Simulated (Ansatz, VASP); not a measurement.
One calculation of SiC, two programs

```
CELL_PARAMETERS angstrom
0.00000 2.07263 2.07263
2.07263 0.00000 2.07263
2.16410 2.16410 -0.09147
ATOMIC_POSITIONS crystal
Si 0.00000 0.00000 0.00000
C 0.75000 0.75000 0.75000
```

Alike in both runs: task single point; functional PBE; k mesh 12 × 12 × 12; occupations gaussian, width 0.05 eV; no spin polarisation.

|  | VASP | Ansatz |
| --- | --- | --- |
| version | VASP 6.6.1 | Ansatz 0.2.0 |
| potentials or method | VASP PAW PBE potentials, release 64 (Si, C) | scalar-relativistic, plane waves, PAW |
| plane-wave cutoff (eV) | 520 | 520 |
| valence electrons in the cell | 8 | 8 |

Ansatz gave:

| Item | Value |
| --- | --- |
| gap on the k mesh at the Fermi level (eV) | 1.05 |
| least direct gap on the mesh (eV) | 4.20 |
| pressure (GPa) | 27.6 |
| largest component of the traceless stress (GPa) | 13.97 |
| rms of the force components (eV/Å) | 0.447 |

Task: What did VASP give for the same quantities?

Result: gap on the k mesh at the Fermi level (eV): 1.04; least direct gap on the mesh (eV): 4.19; pressure (GPa): 27.5; largest component of the traceless stress (GPa): 14.02; rms of the force components (eV/Å): 0.445.

Atom by atom the forces differ by 0.002 eV/Å (rms over components). The functional is the same, so the differences come from potentials, cutoffs and numerics.

Caveats: so large a pressure means that the cell lies far from this level's equilibrium, or that cutoff or potentials fall short (VASP). A k mesh can miss the band edges.
